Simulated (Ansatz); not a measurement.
TaN: a ladder of calculations

Cell of run 1: a COD entry, atoms as given.

Space group P-62m (No. 189); a = 5.1960, c = 2.9110 Å, γ = 120.00°.

| site | Wyckoff | site symmetry | x | y | z |
| --- | --- | --- | --- | --- | --- |
| Ta1 | 2d | -6.. | 0.3333 | 0.6667 | 0.5000 |
| Ta3 | 1a | -62m | 0.0000 | 0.0000 | 0.0000 |
| N | 3f | m2m | 0.3929 | 0.0000 | 0.0000 |

One atom of each set is listed.

Relaxed positions (PBE, cell held):

Ta1 (0.3333, 0.6667, 0.5000)
Ta3 (0.0000, 0.0000, 0.0000)
N (0.3932, 0.0000, 0.0000)

All runs are DFT with Ansatz 0.2.0 (plane waves and PAW, scalar-relativistic unless spin–orbit coupling is named, Γ-centred meshes, Fermi–Dirac smearing where given) in this cell. Start moments of run 1 as typed (μB): 2 on each Ta, none on the rest.

Run 1: PBE, parallel start moments, atoms as given; 420 eV, 10×10×16 k-points, smearing 0.05 eV.
Run 2: r2SCAN, parallel start moments, at the relaxed atoms; 500 eV, 10×10×16 k-points, smearing 0.05 eV.
Run 3: PBE with spin–orbit coupling, parallel start moments, at the relaxed atoms; 420 eV, 10×10×16 k-points, smearing 0.05 eV.
Run 4: LDA, parallel start moments, at the relaxed atoms; 420 eV, 10×10×16 k-points, smearing 0.05 eV.
Run 5: PBEsol, parallel start moments, at the relaxed atoms; 420 eV, 10×10×16 k-points, smearing 0.05 eV.

| run | Ta1 V_zz (η) | Ta3 V_zz (η) | N V_zz (η) |
| --- | --- | --- | --- |
| 1 | -19.81 (0.00) | 13.70 (0.00) | -1.43 (0.32) |
| 2 | -20.4 (0.00) | 14.48 (0.00) | -1.36 (0.36) |
| 3 | -19.71 (0.00) | 12.41 (0.00) | -1.42 (0.32) |
| 4 | -20.3 (0.00) | 13.93 (0.00) | -1.42 (0.33) |
| 5 | ? | ? | ? |

V_zz in 10²¹ V/m².

(1) Estimate the row of run 5.

## Answers

(1) Ta1: -19.90 (0.00); Ta3: 13.59 (0.00); N: -1.42 (0.32). It lies nearest to run 1, from whose tensors on these sites it differs by 0.11 at most (largest principal value of the difference, on Ta3). Taken one at a time, spin–orbit coupling moves the tensors on these sites by up to 1.28 (largest principal value of the change, on Ta3), the functional (between the two that differ most) by 0.89 (Ta3). Without a gap such differences can lie within the error of the k-mesh, so this order isn't firm.

With these PAW files V_zz is typically within 2 to 3 % of all-electron values, but misses above 10 % occur on Ta. In run 2 the program didn't check the stability of the electronic state in full, so a lower one may lie near. In runs 1, 2, 3, 4, 5 there is no gap above 0.1 eV, so the gradients can move by 10 % or more with the k-mesh. In runs 1, 2, 3, 4, 5 the start moments die out. The cell isn't the equilibrium one in run 4 (calculated pressure -10 GPa), and the entry's cell may itself be off.
